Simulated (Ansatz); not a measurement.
## Sb under compression and expansion

```yaml
crystal:
  lattice:
    - [3.36900, 0.00000, 0.00000]
    - [-1.68450, 2.91764, 0.00000]
    - [0.00000, 0.00000, 5.33000]
  atoms:
    - { symbol: Sb, position: [0.33333, 0.66667, 0.25000] }
    - { symbol: Sb, position: [0.66667, 0.33333, 0.75000] }
```

Conventional cell: a = 3.369 Å, b = 3.369 Å, c = 5.330 Å, α = 90.00°, β = 90.00°, γ = 120.00°. Sb (atom 1) has 12 Sb at 3.30 to 3.37 Å as nearest neighbours.

The cell is COD entry 1539203, as deposited and not checked against the literature; nothing was relaxed.

Spin–orbit coupling is left out, though it moves levels of the heavy atoms by tenths of an eV or more.

Methods: DFT, PBE, all-electron LAPW, scalar-relativistic (Ansatz 0.2.0); DFT, PBE, PAW with Ansatz's default frozen-core files, scalar-relativistic (Ansatz 0.2.0).

For LAPW: a Γ-centred 12×12×7 k mesh, Fermi–Dirac smearing of 0.05 eV, basis error target 0.5 meV/atom, no spin polarisation. PAW takes a cutoff of 420 eV at this cell. The Ansatz runs share mesh, smearing and spin set-up. Plane-wave (PAW) pressures include the program's estimate of the Pulay term.

The cell above is scaled evenly, with fractional coordinates and shape held.

(1) Estimate the equilibrium volume and bulk modulus that full-potential LAPW gives for this fixed shape.

Results:

(1) V0 = 27.41 Å³/atom, B0 = 61 GPa, B0′ = 4.1, from a third-order Birch–Murnaghan fit to these pressures:
| V/V(cell) | V (Å³/atom) | P, LAPW (GPa) | P, PAW (GPa) | free energy over the lowest listed, PAW (meV/atom) |
| --- | --- | --- | --- | --- |
| 0.9400 | 24.624 | 8.15 | 8.14 | 64.4 |
| 0.9600 | 25.148 | 6.27 | 6.27 | 40.9 |
| 0.9800 | 25.672 | 4.57 | 4.57 | 23.2 |
| 0.9900 | 25.934 | 3.78 | 3.78 | 16.4 |
| 1.0000 | 26.196 | 3.03 | 3.03 | 10.8 |
| 1.0100 | 26.458 | 2.31 | 2.31 | 6.4 |
| 1.0200 | 26.720 | 1.63 | 1.63 | 3.2 |
| 1.0400 | 27.244 | 0.37 | 0.36 | 0.0 |
| 1.0600 | 27.767 | -0.78 | -0.78 | 0.7 |
